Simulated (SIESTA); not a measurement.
## NbAs under changes of volume

One of the cells (17.743 Å³/atom); the others are scaled copies at fixed shape and fractional positions:

```xyz
4
Lattice="-1.7373 1.7373 5.8787 1.7373 -1.7373 5.8787 1.7373 1.7373 -5.8787" Properties=species:S:1:pos:R:3 pbc="T T T"
Nb    0.0000    1.7373    0.0000
Nb    0.0000    0.0000    8.8180
As    0.0000    1.7373    4.8911
As    0.0000    0.0000    1.9517
```

* Program: SIESTA 5.4.2
* Functional: PBEsol
* Potentials or basis: PseudoDojo 0.4 standard (PBEsol files)
* Basis: DZP (energy shift 0.003 Ry; two zetas on semicore shells)
* Grid cutoff: 800 Ry
* Energy shift: 0.003 Ry
* k mesh: 11 × 11 × 11
* Occupations: fermi-dirac, width 0.05 eV
* Spin: no spin polarisation

| volume (Å³/atom) | energy over the lowest point (meV/atom) | pressure (GPa) | largest force (eV/Å) |
| --- | --- | --- | --- |
| 16.351 | 38.86 | 13.0 | 0.432 |
| 16.699 | 15.84 | 8.4 | 0.409 |
| 17.047 | 2.22 | 4.3 | 0.372 |
| 17.743 | 0.00 | -2.9 | 0.324 |
| 18.091 | 9.62 | -5.9 | 0.304 |
| 18.438 | ? | ? | ? |

**Question.** What does the run at 18.438 Å³/atom give?

**Answer.** Energy over the lowest point 25.51 meV/atom; pressure -8.6 GPa; largest force 0.273 eV/Å.

Worked out: A Birch-Murnaghan fit of order 3 (a polynomial in V^(-2/3)) to the other rows has its minimum at 17.44 Å³/atom with B0 = V·E''(V) = 175 GPa and B' = 4.3 at fixed shape and positions, which overstates the stiffness. It gives 25.47 meV/atom at 18.438 Å³/atom, against the run's 25.51, and -dE/dV = -8.7 GPa, against -8.6.

Energies are extrapolated to zero smearing.

Caveats: the basis of atomic orbitals isn't converged, which shifts pressures, moduli and gaps.
